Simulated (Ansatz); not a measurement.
Level of theory: DFT PBE, scalar-relativistic, plane waves, PAW in Ansatz. Settings: cutoff 420 eV, Γ-centred meshes spaced at most about 0.3 Å⁻¹, and about 0.25 Å⁻¹ or finer for metals (2π included), Gaussian smearing. No spin polarisation.

These are static total energies at zero pressure.

Compare these two cells of Be2Se, each relaxed at this level.

A.

```
Be Se
1.0
     4.85222   -1.78347    0.00000
     4.85222    1.78347    0.00000
    -2.83118    0.00000    5.18940
Be Se
4 2
Direct
  0.71619 0.71619 0.76573
  0.18136 0.18136 0.49497
  0.28381 0.28381 0.23427
  0.81864 0.81864 0.50502
  0.91276 0.91276 0.19433
  0.08724 0.08724 0.80567
```

B.

```
Be Se
1.0
     7.69910    0.00000    0.00000
     0.00000    3.75841    0.00000
     0.00000    0.00000    5.90640
Be Se
8 4
Direct
  0.47777 0.25000 0.41831
  0.02223 0.75000 0.91831
  0.52223 0.75000 0.58169
  0.97777 0.25000 0.08169
  0.52144 0.75000 0.20808
  0.02144 0.75000 0.29191
  0.47856 0.25000 0.79192
  0.97856 0.25000 0.70808
  0.83205 0.75000 0.60022
  0.66795 0.25000 0.10022
  0.16795 0.25000 0.39978
  0.33205 0.75000 0.89978
```

Question: Which is lower in energy, and by how much?

Answer: A is lower, by 23 meV/atom. A has space group C2/m (No. 12), 15.0 Å³/atom and no gap on its mesh; B has space group Pnma (No. 62), 14.2 Å³/atom and no gap. Counting Se atoms around Be (those within 1.25 times the shortest such distance or 1.15 times the sum of covalent radii, 1.27 where that leaves under three; a slash parts the counts of unlike sites), A and B both have Be 2/3. The lower one is the more open, so pressure narrows the difference. Origin: A, invented, then shaken at random and relaxed again; B, invented. The lowest form computed isn't among them: it has space group P-4m2 (No. 115), 15.1 Å³/atom and lies 16 meV/atom below the best shown.

For metals, differences of a few meV/atom aren't resolved. Cells relaxed within their symmetry can be saddle points. Some candidate types were left out of the draw beforehand, so a known form may be missing.
